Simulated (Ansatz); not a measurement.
# MgO: the cost of one run

Program: Ansatz 0.2.0. Level of theory: DFT PBE, scalar-relativistic, plane waves, PAW. These are calculated values, not measurements.

The COD entry's cell or inner coordinates are ideal or old and differ from later refinements, so a difference from it is no clean test against experiment.

1 further run of the same task is left out (set aside as unsound or not needed).

## 1. The system as given

It takes space group Fm-3m (No. 225, cubic). Conventional cell: a = 4.254 Å, b = 4.254 Å, c = 4.254 Å, α = 90.00°, β = 90.00°, γ = 90.00°. Mg (site symmetry m-3m) has 6 O at 2.13 Å as nearest neighbours. O (site symmetry m-3m) has 6 Mg at 2.13 Å as nearest neighbours.

As a file:

```cif
data_structure
_symmetry_space_group_name_H-M 'Fm-3m'
_symmetry_Int_Tables_number 225
_cell_length_a 4.2537
_cell_length_b 4.2537
_cell_length_c 4.2537
_cell_angle_alpha 90.000
_cell_angle_beta 90.000
_cell_angle_gamma 90.000
_cell_volume 76.97
loop_
_atom_site_label
_atom_site_type_symbol
_atom_site_symmetry_multiplicity
_atom_site_Wyckoff_symbol
_atom_site_fract_x
_atom_site_fract_y
_atom_site_fract_z
_atom_site_occupancy
Mg1 Mg 4 a 0.00000 0.00000 0.00000 1
O1 O 4 b 0.50000 0.00000 0.00000 1
```

This cell was relaxed beforehand with the same method: volume 9.62 Å³/atom, gap on the mesh 4.46 eV.

## 2. Cutting the slab

Planes are indexed in the bulk's conventional cell (Fm-3m (No. 225)), a = 4.254 Å, b = 4.254 Å, c = 4.254 Å, α = 90.00°, β = 90.00°, γ = 90.00°.

A (111) slab, 8.6 Å thick as cut, with 17 Å of vacuum; its outer planes are Mg (top) and O (bottom).

The slab as cut. Layers, bottom to top:

```csv
plane,atoms per cell,height over the lowest (Å)
1,O3,0.00
2,Mg3,1.23
3,O3,2.46
4,Mg3,3.68
5,O3,4.91
6,Mg3,6.14
7,O3,7.37
8,Mg3,8.60
```

## 3. Relaxing the clean slab

Input file input.yaml:

```yaml
crystal:
  lattice:
    - [5.2097027923, 0.0, 0.0]
    - [-2.6048513962, 4.5117349643, 0.0]
    - [0.0, 0.0, 25.595571069]
  atoms:
    - { symbol: O, position: [0.3333333333, 0.3333333333, 0.332088703] }
    - { symbol: O, position: [0.6666666667, 0.0, 0.332088703] }
    - { symbol: O, position: [0.0, 0.6666666667, 0.332088703] }
    - { symbol: Mg, position: [0.0, 0.3333333333, 0.3800633593] }
    - { symbol: Mg, position: [0.3333333333, 0.0, 0.3800633593] }
    - { symbol: Mg, position: [0.6666666667, 0.6666666667, 0.3800633593] }
    - { symbol: O, position: [0.6666666667, 0.3333333333, 0.4280380156] }
    - { symbol: O, position: [0.0, 0.0, 0.4280380156] }
    - { symbol: O, position: [0.3333333333, 0.6666666667, 0.4280380156] }
    - { symbol: Mg, position: [0.3333333333, 0.3333333333, 0.4760126719] }
    - { symbol: Mg, position: [0.6666666667, 0.0, 0.4760126719] }
    - { symbol: Mg, position: [0.0, 0.6666666667, 0.4760126719] }
    - { symbol: O, position: [0.0, 0.3333333333, 0.5239873281] }
    - { symbol: O, position: [0.3333333333, 0.0, 0.5239873281] }
    - { symbol: O, position: [0.6666666667, 0.6666666667, 0.5239873281] }
    - { symbol: Mg, position: [0.6666666667, 0.3333333333, 0.5719619844] }
    - { symbol: Mg, position: [0.0, 0.0, 0.5719619844] }
    - { symbol: Mg, position: [0.3333333333, 0.6666666667, 0.5719619844] }
    - { symbol: O, position: [0.3333333333, 0.3333333333, 0.6199366407] }
    - { symbol: O, position: [0.6666666667, 0.0, 0.6199366407] }
    - { symbol: O, position: [0.0, 0.6666666667, 0.6199366407] }
    - { symbol: Mg, position: [0.0, 0.3333333333, 0.667911297] }
    - { symbol: Mg, position: [0.3333333333, 0.0, 0.667911297] }
    - { symbol: Mg, position: [0.6666666667, 0.6666666667, 0.667911297] }
basis:
  ecutwfc: 420
kpoints:
  mp_grid: { grid: [6, 6, 1] }
hamiltonian:
  xc: pbe
scf:
  occupations: { method: gaussian, width: 0.05 }
output:
  forces: true
  eigenvalues: true
relax:
  adjacent_minimum: "off"
  f_tol: 0.03
  max_steps: 70
  constraints: [{ sites: [0, 1, 2, 3, 4, 5, 6, 7, 8, 9, 10, 11] }]
efield:
  axis: 3
  dipole_correction: true
```

Run with:

```sh
$ ansatz run input.yaml --threads 4 --pin off --max-ram 10240MiB --backend cpu --events-out ev --progress --plain --runs-dir out
```

What time and memory should one allow on 4 threads of AMD EPYC 7R43 (Zen 3), shared host?

About 77 s, with a peak of 1.8 GiB.
